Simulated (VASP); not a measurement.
All values below come from PBEsol GGA, VASP's PBE PAW potentials (set 64) (plane waves; VASP).

VASP input:

### POSCAR
```
CsBr
1
    4.2481745600     0.0000000000     0.0000000000
    0.0000000000     4.2481745600     0.0000000000
    0.0000000000     0.0000000000     4.2481745600
Cs Br
1 1
Direct
  0.0000000000   0.0000000000  -0.0117697612
  0.5000000000   0.5000000000   0.5000000000
```

KPOINTS:
```
Automatic mesh
0
Gamma
6 6 6
0 0 0
```

### INCAR
```
# general
SYSTEM   =  CsBr
PREC     =  Accurate
ENCUT    =  480   # plane-wave cut-off (eV)
LREAL    =  F   # projection in real space or not
LASPH    =  T

# electronic loop
EDIFF    =  1E-7
NELM     =  100   # most electronic steps
ALGO     =  Normal
LMAXMIX  =  4   # l cut-off of mixed one-centre charges

# smearing
ISMEAR   =  0
SIGMA    =  0.05   # width (eV)

# functional
GGA      =  PS   # PBEsol

# ions
ISIF     =  2   # forces and stress, cell fixed

# output
LWAVE    =  F
LCHARG   =  F
```

POTCAR, in this order: Cs_sv Br (PBE.64 set). Program: vasp_std.

The resulting files:

### OSZICAR
```
       N       E                     dE             d eps       ncg     rms          rms(c)
DAV:   1     0.923741019960E+02    0.92374E+02   -0.64395E+03   960   0.106E+03
DAV:   2     0.251371795493E+00   -0.92123E+02   -0.85893E+02  1404   0.177E+02
DAV:   3    -0.652243687197E+01   -0.67738E+01   -0.67520E+01  1180   0.550E+01
DAV:   4    -0.658617688949E+01   -0.63740E-01   -0.63716E-01  1116   0.639E+00
DAV:   5    -0.658673928142E+01   -0.56239E-03   -0.56219E-03  1200   0.580E-01    0.170E+00
DAV:   6    -0.638009128463E+01    0.20665E+00   -0.31198E-01  1084   0.294E+00    0.973E-01
DAV:   7    -0.634505265564E+01    0.35039E-01   -0.15232E-01  1228   0.206E+00    0.512E-01
DAV:   8    -0.634589180305E+01   -0.83915E-03   -0.90464E-03  1132   0.679E-01    0.825E-02
DAV:   9    -0.634608336663E+01   -0.19156E-03   -0.16402E-03  1200   0.253E-01    0.637E-02
DAV:  10    -0.634611012017E+01   -0.26754E-04   -0.97843E-05  1152   0.784E-02    0.155E-02
DAV:  11    -0.634611461390E+01   -0.44937E-05   -0.38606E-05  1136   0.372E-02    0.487E-03
DAV:  12    -0.634611407821E+01    0.53569E-06   -0.61475E-06  1148   0.160E-02    0.107E-03
DAV:  13    -0.634611408861E+01   -0.10401E-07   -0.19596E-07  1044   0.352E-03
   1 F= -.63461141E+01 E0= -.63461141E+01  d E =-.765631E-14
```

OUTCAR:
```
------------------------ aborting loop because EDIFF is reached ----------------------------------------
  FORCE on cell =-STRESS in cart. coord.  units (eV):
  Direction    XX          YY          ZZ          XY          YZ          ZX
  --------------------------------------------------------------------------------------
  Total        0.0030454      0.0030454     -0.0000462      0.0000000     -0.0000000      0.0000000
  in kB        0.0636417      0.0636417     -0.0009658      0.0000000     -0.0000000      0.0000000
  external PRESSURE =       0.0421059 kB  Pullay stress =       0.0000000 kB
  volume of cell :       76.67
      direct lattice vectors                 reciprocal lattice vectors
     4.248174560  0.000000000  0.000000000     0.235395223  0.000000000  0.000000000
     0.000000000  4.248174560  0.000000000     0.000000000  0.235395223  0.000000000
     0.000000000  0.000000000  4.248174560     0.000000000  0.000000000  0.235395223
 POSITION                                       TOTAL-FORCE (eV/Angst)
 -----------------------------------------------------------------------------------
      0.00000      0.00000      4.19817         0.000000      0.000000      0.043400
      2.12409      2.12409      2.12409        -0.000000      0.000000     -0.043400
 -----------------------------------------------------------------------------------
    total drift:                                0.000000      0.000000     -0.000223
  FREE ENERGIE OF THE ION-ELECTRON SYSTEM (eV)
  ---------------------------------------------------
  free  energy   TOTEN  =        -6.3461140886 eV

  energy  without entropy=       -6.3461140886  energy(sigma->0) =       -6.34611409
```
(Selected blocks of OUTCAR.)

The compound is CsBr in the CsCl type structure. This cell was strained or had an atom moved on purpose.
